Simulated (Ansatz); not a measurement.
**What strain does to In2O3 (R-3c)**

A 10-atom cell of In2O3 (R-3c) from a materials database, relaxed with r2SCAN in the plane-wave code Ansatz. The symmetry is R-3c (No. 167, trigonal); a = 5.508 Å, c = 14.560 Å in the conventional setting, 12.75 Å³ an atom. Around In lie 6 O at 2.13–2.26 Å; around O lie 4 In at 2.13–2.26 Å.

The axes x, y and z are those of this cell:
```
In O
1.0
     2.75390    1.58997    4.85346
    -2.75390    1.58997    4.85346
     0.00000   -3.17994    4.85346
In O
4 6
Direct
  0.64292 0.64292 0.64292
  0.85708 0.85708 0.85708
  0.35708 0.35708 0.35708
  0.14292 0.14292 0.14292
  0.04659 0.75000 0.45341
  0.75000 0.45341 0.04659
  0.45341 0.04659 0.75000
  0.95341 0.25000 0.54659
  0.54659 0.95341 0.25000
  0.25000 0.54659 0.95341
```

Unstrained: With PBE the valence top lies at k = (0, 0.193, -0.198) and the conduction bottom at Γ, 1.221 eV higher; the smallest vertical gap, at Γ, is 1.271 eV. With r2SCAN the valence top lies at k = (0, 0.193, -0.198) and the conduction bottom at Γ, 1.798 eV higher; the smallest vertical gap, at Γ, is 1.836 eV. With HSE06 the valence top lies at k = (0, 0.193, -0.198) and the conduction bottom at Γ, 2.729 eV higher; the smallest vertical gap, at Γ, is 2.740 eV. Least and direct gap differ so little that the kind isn't settled. Meshes: PBE 6×6×6, r2SCAN 6×6×6, HSE06 4×4×4. Strains are changes of length per length. After each strain the atoms were relaxed again with r2SCAN in this cell and within any symmetry left, so distortions that break it or need a larger cell weren't tested; points keep the names that they have in the unstrained zone. Calculated for a static, non-magnetic cell.

Changes of the least gap in eV (an overlap counts as a negative gap):
```csv
strain,volume change (%),space group,PBE,r2SCAN,HSE06,"energy rise, r2SCAN (meV/atom)"
isotropic -3.0 % on every length,-8.7,R-3c,+0.573,+0.581,+0.617,64.6
isotropic -2.0 % on every length,-5.9,R-3c,+0.399,+0.401,+0.416,27.7
isotropic -1.0 % on every length,-3.0,R-3c,+0.204,+0.213,+0.214,6.7
isotropic +1.0 % on every length,+3.0,R-3c,-0.199,-0.207,-0.225,6.2
isotropic +2.0 % on every length,+6.1,R-3c,-0.393,-0.410,-0.446,23.9
isotropic +3.0 % on every length,+9.3,R-3c,-0.579,-0.606,-0.661,51.9
```

Isotropic -3.0 % on every length. HSE06: the gap goes from 2.729 to 3.346 eV (+0.617 eV); it turns from indirect ((0, 0.193, -0.198) → Γ) to direct (Γ); least and direct gap lie within 0.04 eV, so its kind isn't settled. Stress change with r2SCAN, compression positive: xx +21.64, yy +21.64, zz +17.25 GPa.

Isotropic -2.0 % on every length. HSE06: the gap goes from 2.729 to 3.145 eV (+0.416 eV); it turns from indirect ((0, 0.193, -0.198) → Γ) to direct (Γ); least and direct gap lie within 0.04 eV, so its kind isn't settled. Stress change with r2SCAN, compression positive: xx +13.38, yy +13.38, zz +10.73 GPa.

Isotropic -1.0 % on every length. HSE06: the gap goes from 2.729 to 2.943 eV (+0.214 eV); it turns from indirect ((0, 0.193, -0.198) → Γ) to direct (Γ); least and direct gap lie within 0.04 eV, so its kind isn't settled. Stress change with r2SCAN, compression positive: xx +6.20, yy +6.20, zz +5.01 GPa.

Isotropic +1.0 % on every length. HSE06: the gap goes from 2.729 to 2.504 eV (-0.225 eV); the edges go from (0, 0.193, -0.198) → Γ to Γ–S₀ (0.52) → Γ. Stress change with r2SCAN, compression positive: xx -5.35, yy -5.35, zz -4.32 GPa.

Isotropic +2.0 % on every length. HSE06: the gap goes from 2.729 to 2.283 eV (-0.446 eV); the edges go from (0, 0.193, -0.198) → Γ to Γ–S₀ (0.52) → Γ. Stress change with r2SCAN, compression positive: xx -9.93, yy -9.93, zz -8.06 GPa.

Isotropic +3.0 % on every length. HSE06: the gap goes from 2.729 to 2.068 eV (-0.661 eV); the edges go from (0, 0.193, -0.198) → Γ to Γ–S₀ (0.51) → Γ. Stress change with r2SCAN, compression positive: xx -13.83, yy -13.83, zz -11.28 GPa.

Spin-orbit coupling is left out.

Where an edge lies off the special points, it is a point of the mesh or the k point where a search put PBE's edge or least direct gap, reused for the other functionals, whose own edges may lie a little apart.

Coordinates of k points refer to the reciprocal vectors of the primitive cell of the runs.

The meshes of the hybrids are coarse, so their gaps aren't converged to the digits shown.
